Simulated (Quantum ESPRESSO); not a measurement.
**HgSe: single point with PBE**

Crystal: HgSe.

```xyz
2
Lattice="0.0000 3.0390 3.0390 3.0390 0.0000 3.0390 3.0390 3.0390 0.0000" Properties=species:S:1:pos:R:3 pbc="T T T"
Hg    0.0000    0.0000    0.0000
Se    4.5585    4.5585    4.5585
```

```
Program             : Quantum ESPRESSO 7.5
Task                : single point
Functional          : PBE
Potentials or basis : PseudoDojo 0.4.1 SR PBE standard
Cutoff              : 939 eV
Density cutoff      : 3755 eV
k mesh              : 8 × 8 × 8
Occupations         : fermi-dirac, width 0.05 eV
Spin                : no spin polarisation
```

| Item | Value |
| --- | --- |
| Band gap on the k mesh, mean-field level | none (metal or under the smearing width) |

Levels at points of the mesh, in eV from the Fermi level:
```
             k point  band 16  band 17  band 18  band 19  band 20  band 21
  (0.00, 0.00, 0.00)    -0.99    -0.06    -0.06    -0.06     5.45     5.45
 (0.00, 0.00, -0.50)    -5.58    -1.03    -1.03     1.06     6.22     6.22
(0.00, -0.50, -0.50)    -5.15    -2.36    -2.36     2.74     2.95     8.40
```

Wall time 63 s on 1 thread of Arm Neoverse V2 (shared host), peak memory 0.09 GiB.

Spin-orbit coupling is left out, which matters for the levels of Hg.
